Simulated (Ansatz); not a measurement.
Data:

Starting cell, CaF₂ (fluorite):

```
CaF2
1.0
    0.00000     5.51101     5.51101
    2.75551     0.00000     2.75551
    2.75551     2.75551     0.00000
Ca F
2 4
Cartesian
  0.00000   0.00000   0.00000
  2.75551   5.51101   2.75551
  1.37775   1.37775   1.37775
  1.37775   4.13326   4.13326
  4.13326   4.13326   4.13326
  4.13326   6.88877   6.88877
```

The atoms are displaced by Q × the pattern below (from a DFPT mode at L = (0.5, 0.0, 0.0), largest move 1; Q in Å), at fixed cell. It is one choice among 2 degenerate patterns. (q is in reciprocal vectors of the primitive cell; the cell shown is doubled to hold the pattern.)

```json
[
 {"atom": "Ca1", "x": "0.132", "y": "-0.240", "z": "0.372"},
 {"atom": "Ca2", "x": "-0.132", "y": "0.240", "z": "-0.372"},
 {"atom": "F3", "x": "-0.285", "y": "0.520", "z": "-0.805"},
 {"atom": "F4", "x": "0.285", "y": "-0.520", "z": "0.805"},
 {"atom": "F5", "x": "0.285", "y": "-0.520", "z": "0.805"},
 {"atom": "F6", "x": "-0.285", "y": "0.520", "z": "-0.805"}
]
```

The numbers are results of PBE (plane waves to 420 eV, PAW, scalar-relativistic; Ansatz, a first-principles code), not measurements. k mesh 5×10×10 (Γ-centred), Fermi-Dirac smearing 0.05 eV. The energy includes the smearing's −TS. CaF2 was relaxed with its symmetry unable to fall. The PAW data are Ansatz's earlier set. ΔE is measured from the undisplaced structure.

The scan covers Q from -0.100 to 0.100 Å in 13 points.

**Question.** Which space group does the distorted structure have?

**Answer.** P-1 (No. 2), lowered from Fm-3m.

**Question.** What is the energy change at Q = 0.100 Å?

**Answer.** 114.8 meV/cell.

**Question.** What harmonic wavenumber does the curvature at Q = 0 give?

**Answer.** 256 cm⁻¹.

(A displaced cell: forces are minus the slopes of the energy, force constants its curvatures, and phonons follow from these.)
